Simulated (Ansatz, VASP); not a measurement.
Two plane-wave programs on SiO2 (Stishovite)

INCAR

```
PREC = Accurate
ENCUT = 600
EDIFF = 1E-7
ISMEAR = 0
SIGMA = 0.02
LREAL = False
LASPH = True
NELM = 60
ALGO = Normal
ISIF = 4
LWAVE = False
LCHARG = False
GGA = PE
IBRION = 2
NSW = 50
EDIFFG = -0.01
```

The input KPOINTS:

```
Automatic mesh
0
Gamma
  6 6 8
```

The input POSCAR:

```
SiO2
1.0
    4.4016992699      0.0000000000      0.0000000000
    0.0000000000      4.4016992699      0.0000000000
    0.0000000000      0.0000000000      2.7409478149
Si O
2 4
Direct
    0.0000000000      0.0000000000      0.0000000000
    0.5000000000      0.5000000000      0.5000000000
    0.3104973464      0.3104973464      0.0000000000
    0.1895026536      0.8104973464      0.5000000000
    0.6895026536      0.6895026536      0.0000000000
    0.8104973464      0.1895026536      0.5000000000
```

Input for Ansatz:

```yaml
crystal:
  lattice:
    - [4.4016992699, 0.0, 0.0]
    - [0.0, 4.4016992699, 0.0]
    - [0.0, 0.0, 2.7409478149]
  atoms:
    - { symbol: Si, position: [0.0, 0.0, 0.0] }
    - { symbol: Si, position: [0.5, 0.5, 0.5] }
    - { symbol: O, position: [0.3104973464, 0.3104973464, 0.0] }
    - { symbol: O, position: [0.1895026536, 0.8104973464, 0.5] }
    - { symbol: O, position: [0.6895026536, 0.6895026536, 0.0] }
    - { symbol: O, position: [0.8104973464, 0.1895026536, 0.5] }
basis:
  ecutwfc: 420
kpoints:
  mp_grid: { grid: [6, 6, 8] }
hamiltonian:
  xc: pbe
scf:
  occupations: { method: gaussian, width: 0.02 }
output:
  forces: true
  stress: true
  eigenvalues: true
relax:
  adjacent_minimum: "off"
  f_tol: 0.01
  max_steps: 30
  cell: { stress_tol: 0.1, fix: [volume] }
```

Alike in both runs: task relaxation of shape and atoms at fixed volume; functional PBE; k mesh 6 × 6 × 8; occupations gaussian, width 0.02 eV; no spin polarisation.

|  | VASP | Ansatz |
| --- | --- | --- |
| version | VASP 6.6.1 | Ansatz 0.2.0 |
| potentials or method | VASP PAW PBE potentials, release 64 (Si, O) | scalar-relativistic, plane waves, PAW |
| plane-wave cutoff (eV) | 600 | 420 |
| valence electrons in the cell | 32 | 32 |

|  | VASP | Ansatz | Ansatz less VASP |
| --- | --- | --- | --- |
| gap on the k mesh at the Fermi level, each at its own relaxed structure (eV) | 3.91 | 3.96 | +0.049 |
| relaxed volume (Å³/atom) | 8.85 | 8.85 | 0.000 |
| relaxed cell length with the largest relative difference (Å) | 2.713 | 2.707 | -0.0051 |
| energy change over the relaxation (meV/atom) | -2 | -3 | -0.6 |

A k mesh can miss the band edges. A hybrid or GW would open this gap; PBE tends to underestimate it.
